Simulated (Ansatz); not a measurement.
Runs of Ansatz 0.2.0 on AlCo. It takes space group Pm-3m (No. 221, cubic). The conventional cell has a = 2.819 Å, b = 2.819 Å, c = 2.819 Å, α = 90.00°, β = 90.00°, γ = 90.00°. Around Co (site symmetry m-3m) lie 8 Al at 2.44 Å. Al (site symmetry m-3m) is surrounded by 8 Co at 2.44 Å. The cell is a database's computed one.

| task | level | potentials or basis | spin | U | cell | k mesh | cutoff (eV) | smearing | driver | hubbard projectors | double counting | points for each segment of the path | mesh quality | gap on the mesh (eV) | pressure (GPa) | moment (μB) | V0 of scaled cells (Å³/atom) | B0 (GPa) |
| --- | --- | --- | --- | --- | --- | --- | --- | --- | --- | --- | --- | --- | --- | --- | --- | --- | --- | --- |
| equation of state | r2SCAN | Ansatz PAW | collinear, ferromagnetic start | - | as given | 9 × 9 × 9 | 500 | fermi-dirac 0.05 eV | - | - | - | - | not flagged | - | - | - | 11.26 | 195 |
| atomic charges | RPBE+D3(BJ)+U | Ansatz PAW | collinear, ferromagnetic start | Co d U = 5 eV | as given | 9 × 9 × 9 | 420 | tetrahedron | chain | ortho-atomic | fll (the default) | - | not flagged | none | (a) | (b) | - | - |
| equation of state | LDA | Ansatz PAW | collinear, ferromagnetic start | - | as given | 9 × 9 × 9 | 420 | fermi-dirac 0.05 eV | - | - | - | - | not flagged | - | - | - | 10.90 | 208 |
| equation of state | PBE | Ansatz PAW soft_1 | collinear, ferromagnetic start | - | as given | 9 × 9 × 9 | 420 | fermi-dirac 0.05 eV | - | - | - | - | not flagged | - | - | - | 11.60 | 179 |
| atomic charges | PBEsol0 | Ansatz PAW | collinear, ferromagnetic start | - | as given | 6 × 6 × 6 | 420 | fermi-dirac 0.1 eV | - | - | - | - | coarse | none | - | 0.02 | - | - |
| band structure | r2SCAN+rVV10+U | Ansatz PAW polarizable | collinear, random start | Co d U = 1 eV | as given | 9 × 9 × 9 | 500 | fermi-dirac 0.1 eV | - | atomic | fll (the default) | 14 | not flagged | none | -0.5 | 0.22 | - | - |
| electric field gradients | PBEsol+U | Ansatz PAW | non-collinear, ferromagnetic start | Co d U = 1 eV | atoms moved at random, drawn with an rms of 0.1 Å | 7 × 7 × 7 | 420 | methfessel-paxton 0.2 eV | - | ortho-atomic (the default) | fll (the default) | - | not flagged | none | 2.8 | 0.00 | - | - |
| ladder of functionals | LDA+U | Ansatz PAW earlier set | collinear, random start | Co d U = 3 eV | as given | 9 × 9 × 9 | 1050 | cold 0.1 eV | - | all-electron-ortho-atomic | fll | - | not flagged | none | -7.9 | 0.00 | - | - |

Task: Fill in the values left out.

Result: (a) -21.2; (b) 0.47.

Caveats: some runs use coarse meshes; the PAW data sets come from PBE, with cores solved anew for the run's functional, which leaves a small shift of forces and pressure (some runs); the magnetic or orbital state may not be the lowest (some runs); the U is typed as a test and isn't derived for this compound (some runs); pairwise dispersion overbinds metals, which lowers pressure and volume (some runs); the potentials were made for another functional, which shifts forces and pressure (some runs); forces of over 1 eV/Å show positions far from the minimum, so gaps and moduli don't describe the material at rest (some runs).

A k mesh can miss the band edges.

A gap of «none» marks a metal or a gap under the smearing width.

Not every run made on this cell is shown here.
